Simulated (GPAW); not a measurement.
Write an ASE script for GPAW 26.7.0 that does the following.

```
Task                : relaxation of cell and atoms
Functional          : revPBE
Dispersion          : D3
Potentials or basis : the program's PAW data sets (release 1.2.1) made for this functional
Cutoff              : 600 eV
Basis               : pw
k mesh              : 6 × 6 × 3
Occupations         : fermi-dirac, width 0.05 eV
Spin                : no spin polarisation
Maxiter             : 150
Optimizer           : LBFGS
Fmax                : 0.02 eV/Å
Max steps           : 100
```

The structure of ZnS (Wurtzite-2H) lies in ZnS.xyz:

```xyz
4
Lattice="3.8110000000 0.0000000000 0.0000000000 -1.9055000000 3.3004228138 0.0000000000 0.0000000000 0.0000000000 6.2340000000" Properties=species:S:1:pos:R:3 pbc="T T T"
Zn     1.9055000002      1.1001409378      3.1170000000
Zn    -0.0000000002      2.2002818760      0.0000000000
S      1.9055000002      1.1001409378      5.5170900000
S     -0.0000000002      2.2002818760      2.4000900000
```

The input as run:

run.py

```python
from ase.calculators.mixing import SumCalculator
from ase.filters import FrechetCellFilter
from ase.io import read, write
from ase.optimize import LBFGS
from dftd3.ase import DFTD3
from gpaw import GPAW, PW

atoms = read('ZnS.xyz')

calc = GPAW(mode=PW(600),
            xc='revPBE',
            kpts={'size': (6, 6, 3), 'gamma': True},
            occupations={'name': 'fermi-dirac', 'width': 0.05},
            nbands=31,
            convergence={'density': 1e-05, 'energy': 1e-05},
            maxiter=150,
            txt='gpaw.txt')
atoms.calc = SumCalculator([calc, DFTD3(method='revpbe', damping='d3zero')])
opt = LBFGS(FrechetCellFilter(atoms), trajectory='relax.traj', logfile='-')
done = opt.run(fmax=0.02, steps=100)
calc.write('gs.gpw')
write('result.traj', atoms)
print('Converged:', done)
print('Cell:', atoms.cell.cellpar().round(4))
print('Volume:', round(atoms.get_volume(), 4))
print(atoms.get_scaled_positions().round(5))
```

Potentials or basis: the program's PAW data sets (release 1.2.1) made for this functional, pw.

Launch:

```sh
$ OMP_NUM_THREADS=1 python run.py
```

It gave:

```json
{"Relaxed volume": "19.29 Å³/atom", "Relaxed cell": "a = 3.788 Å, b = 3.788 Å, c = 6.208 Å, α = 90.00°, β = 90.00°, γ = 120.00°", "Space group after relaxing (to 0.05 Å)": "P6_3mc (No. 186)", "Energy gained by relaxing": "6.5 meV/atom", "Ionic steps": "8", "Pressure after relaxing": "0.0 GPa", "Largest force after relaxing": "0.007 eV/Å", "Band gap on the k mesh": "2.40 eV, direct", "Dispersion energy per atom": "-0.498 eV"}
```

Caveat: later steps reuse the first step's grids.

It took 2.8 min on 1 thread of Intel(R) Xeon(R) Platinum 8259CL CPU @ 2.50GHz (Skylake/Cascade Lake), on a shared host, peak memory 0.27 GiB.
